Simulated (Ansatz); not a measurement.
# H started in the widest void in zincblende MgS, 65 atoms, charge −1

Aim: the barrier for an atom's jump, from a relaxed start and a climbing-image band; single points by other levels frame it (PBEsol and HSE06).

Method: density functional theory in Ansatz 0.2.0, PAW datasets, plane waves.

## (1) The starting cell

65 atoms (32 Mg, 32 S, 1 H); a = 11.303 Å, b = 11.303 Å, c = 11.303 Å, α = 90.00°, β = 90.00°, γ = 90.00°. All atoms were shaken off their sites by about 0.02 Å along each axis. Defect site 1: (0.375, 0.375, 0.375).

Steps to follow: (2) PBEsol relaxation at the single k point (¼, ¼, ¼), on 1 × NVIDIA GB200 with 8 threads of Arm Neoverse-V2; (3) HSE06 single point at the single k point (¼, ¼, ¼), on 1 × NVIDIA GB200 with 8 threads of Arm Neoverse-V2; (4) PBEsol band at the single k point (¼, ¼, ¼), on 1 × NVIDIA GB200 with 8 threads of Arm Neoverse-V2.

## (2) Relaxation of the positions (PBEsol)

Contents of in.yaml:

```yaml
crystal:
  lattice:
    - [11.303065, 0.000000, 0.000000]
    - [0.000000, 11.303065, 0.000000]
    - [0.000000, 0.000000, 11.303065]
  atoms:
    - { symbol: Mg, position: [0.004934, 0.998498, 0.999793] }
    - { symbol: Mg, position: [0.000471, 0.002342, 0.498800] }
    - { symbol: Mg, position: [0.001416, 0.502784, 0.999330] }
    - { symbol: Mg, position: [0.001154, 0.497885, 0.500108] }
    - { symbol: Mg, position: [0.501230, 0.000516, 0.999569] }
    - { symbol: Mg, position: [0.497535, 0.999329, 0.498791] }
    - { symbol: Mg, position: [0.499813, 0.499550, 0.002051] }
    - { symbol: Mg, position: [0.499760, 0.502615, 0.501224] }
    - { symbol: Mg, position: [0.249729, 0.247354, 0.999750] }
    - { symbol: Mg, position: [0.247885, 0.249535, 0.500552] }
    - { symbol: Mg, position: [0.247567, 0.749458, 0.995151] }
    - { symbol: Mg, position: [0.248387, 0.751073, 0.500307] }
    - { symbol: Mg, position: [0.749781, 0.249081, 0.000626] }
    - { symbol: Mg, position: [0.749203, 0.256230, 0.500527] }
    - { symbol: Mg, position: [0.749376, 0.749833, 0.999635] }
    - { symbol: Mg, position: [0.751269, 0.748286, 0.499412] }
    - { symbol: Mg, position: [0.247384, 0.001523, 0.250183] }
    - { symbol: Mg, position: [0.249007, 0.998440, 0.752164] }
    - { symbol: Mg, position: [0.250654, 0.500718, 0.248593] }
    - { symbol: Mg, position: [0.250707, 0.499070, 0.749007] }
    - { symbol: Mg, position: [0.752188, 0.000094, 0.249345] }
    - { symbol: Mg, position: [0.750747, 0.997995, 0.749557] }
    - { symbol: Mg, position: [0.750295, 0.498184, 0.246838] }
    - { symbol: Mg, position: [0.748653, 0.501539, 0.753099] }
    - { symbol: Mg, position: [0.997820, 0.249496, 0.248155] }
    - { symbol: Mg, position: [0.000385, 0.249262, 0.750223] }
    - { symbol: Mg, position: [0.999857, 0.752368, 0.247268] }
    - { symbol: Mg, position: [0.003904, 0.749939, 0.749677] }
    - { symbol: Mg, position: [0.498263, 0.248928, 0.250296] }
    - { symbol: Mg, position: [0.499115, 0.251284, 0.751649] }
    - { symbol: Mg, position: [0.500628, 0.748219, 0.244460] }
    - { symbol: Mg, position: [0.497101, 0.749322, 0.750467] }
    - { symbol: S, position: [0.122478, 0.123694, 0.126849] }
    - { symbol: S, position: [0.128277, 0.127625, 0.623311] }
    - { symbol: S, position: [0.122311, 0.625724, 0.124090] }
    - { symbol: S, position: [0.126312, 0.627287, 0.625335] }
    - { symbol: S, position: [0.627361, 0.123711, 0.128316] }
    - { symbol: S, position: [0.623217, 0.124441, 0.622716] }
    - { symbol: S, position: [0.627339, 0.623632, 0.125507] }
    - { symbol: S, position: [0.625054, 0.624928, 0.624891] }
    - { symbol: S, position: [0.376514, 0.374197, 0.125071] }
    - { symbol: S, position: [0.376975, 0.376127, 0.625802] }
    - { symbol: S, position: [0.373750, 0.871843, 0.126840] }
    - { symbol: S, position: [0.375077, 0.877007, 0.625749] }
    - { symbol: S, position: [0.875894, 0.374562, 0.125002] }
    - { symbol: S, position: [0.874787, 0.377754, 0.627293] }
    - { symbol: S, position: [0.875328, 0.876465, 0.127302] }
    - { symbol: S, position: [0.873227, 0.874887, 0.623137] }
    - { symbol: S, position: [0.375401, 0.125001, 0.376989] }
    - { symbol: S, position: [0.377269, 0.124706, 0.875873] }
    - { symbol: S, position: [0.373873, 0.626873, 0.376381] }
    - { symbol: S, position: [0.376339, 0.628113, 0.877036] }
    - { symbol: S, position: [0.875471, 0.121612, 0.378265] }
    - { symbol: S, position: [0.879187, 0.127865, 0.874036] }
    - { symbol: S, position: [0.875683, 0.622676, 0.372899] }
    - { symbol: S, position: [0.874537, 0.624227, 0.875633] }
    - { symbol: S, position: [0.119145, 0.374398, 0.375424] }
    - { symbol: S, position: [0.125564, 0.374038, 0.875050] }
    - { symbol: S, position: [0.123418, 0.877939, 0.372186] }
    - { symbol: S, position: [0.125360, 0.876069, 0.874891] }
    - { symbol: S, position: [0.624332, 0.373884, 0.374063] }
    - { symbol: S, position: [0.622531, 0.375271, 0.873057] }
    - { symbol: S, position: [0.624308, 0.875206, 0.373430] }
    - { symbol: S, position: [0.624972, 0.876085, 0.875683] }
    - { symbol: H, position: [0.373491, 0.375964, 0.373974] }
  symmetry: { detect: false }
kpoints:
  mp_grid: { grid: [1, 1, 1], shift: [0.25, 0.25, 0.25] }
hamiltonian:
  xc: pbesol
total_charge: -1
scf:
  occupations: { method: fermi_dirac, width: 0.01 }
relax:
  f_tol: 0.03
  max_steps: 80
  escape_saddle: false
  adjacent_minimum: "off"
output:
  forces: true
  eigenvalues: true
  populations: true
  charged_corrections: { epsilon: 8 }
```

Launch:

```
$ ansatz run in.yaml --threads 8 --pin off --max-ram 118750MiB --runs-dir r --events-out ev --progress --plain --backend cuda --devices 0, --max-vram 170GiB
```

The runs that follow: HSE06 on the final geometry; Elastic band between the two sites.

Before running it: what results should come out? Wanted: for each run, top filled to lowest empty.

As calculated:

| level | time | top filled to lowest empty (eV) |
| --- | --- | --- |
| PBEsol, relaxation | 3.9 s (GPU) | 3.32 |
| HSE06 | 15 s (GPU) | 4.50 |

```
     quantity                             value
   relaxation  5 recorded steps, 1.48 eV gained
largest shift                      0.36 Å (Mg8)
```

**In words.** Relaxation gains 1.48 eV, with shifts up to 0.36 Å (Mg8). At the same k points, PBEsol gives a spacing 1.18 eV smaller than the 4.50 eV of HSE06. In a defect cell this spacing can involve defect levels, so it need not be the gap.
